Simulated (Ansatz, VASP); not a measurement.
## NiO: VASP beside Ansatz

The input INCAR:

```
PREC = Accurate
ENCUT = 520
EDIFF = 1E-7
ISMEAR = -1
SIGMA = 0.05
LREAL = False
LASPH = True
NELM = 150
ALGO = Normal
ISIF = 2
LWAVE = False
LCHARG = False
ISPIN = 2
MAGMOM = 1 0
LORBIT = 11
LMAXMIX = 4
GGA = PE
NBANDS = 19
```

KPOINTS

```
regular mesh
0
Gamma
  10 10 10
```

File POSCAR:

```
NiO
1.0
    0.0000000000      2.2103475040      2.2103475040
    2.2103475040      0.0000000000      2.2103475040
    2.2103475040      2.2103475040      0.0000000000
Ni O
1 1
Direct
    0.0000000000      0.0000000000      0.0000000000
    0.7500000000      0.7500000000      0.7500000000
```

The input input.yaml:

```yaml
crystal:
  lattice:
    - [0.0, 2.210347504, 2.210347504]
    - [2.210347504, 0.0, 2.210347504]
    - [2.210347504, 2.210347504, 0.0]
  atoms:
    - { symbol: Ni, position: [0.0, 0.0, 0.0], spin: 1.0 }
    - { symbol: O, position: [0.75, 0.75, 0.75] }
hamiltonian:
  xc: pbe
  pseudopotentials: { kind: paw }
magnetization:
  spin_polarized: true
kpoints:
  mp_grid: { grid: [10, 10, 10] }
scf:
  occupations: { method: fermi_dirac, width: 0.05 }
output:
  forces: true
  stress: true
  eigenvalues: true
```

Change from the starting cell: volume scaled by 0.96.

Alike in both runs: task single point; functional PBE; k mesh 10 × 10 × 10; occupations fermi-dirac, width 0.05 eV; collinear spin, ferromagnetic start.

|  | VASP | Ansatz |
| --- | --- | --- |
| version | VASP 6.6.1 | Ansatz 0.2.0 |
| potentials or method | VASP PAW PBE potentials, release 64 (Ni, O) | Ansatz PAW |
| plane-wave cutoff (eV) | 520 | 420 |
| valence electrons in the cell | 16 | 24 |

|  | VASP | Ansatz | Ansatz less VASP |
| --- | --- | --- | --- |
| gap on the k mesh at the Fermi level (eV) | none | none | - |
| pressure (GPa) | 6.6 | 6.5 | -0.18 |
| net moment per atom (μB) | 0.91 | 0.93 | +0.017 |
| size of the moment on the site where the two differ most (μB) | 1.43 | 1.41 | -0.024 |

Site moments also hang on the region over which each program counts them. A gap of «none» marks a metal or a gap that the smearing closes. The two sets of potentials don't hold the same shells in valence.

Caveats: a cell with one magnetic atom can't hold antiferromagnetic order, which such compounds often take; semilocal functionals often make such compounds metallic where correlation or magnetic order opens a gap, which also shifts bond lengths; the pressure holds a Pulay correction of +0.6 GPa for the finite cutoff (Ansatz).
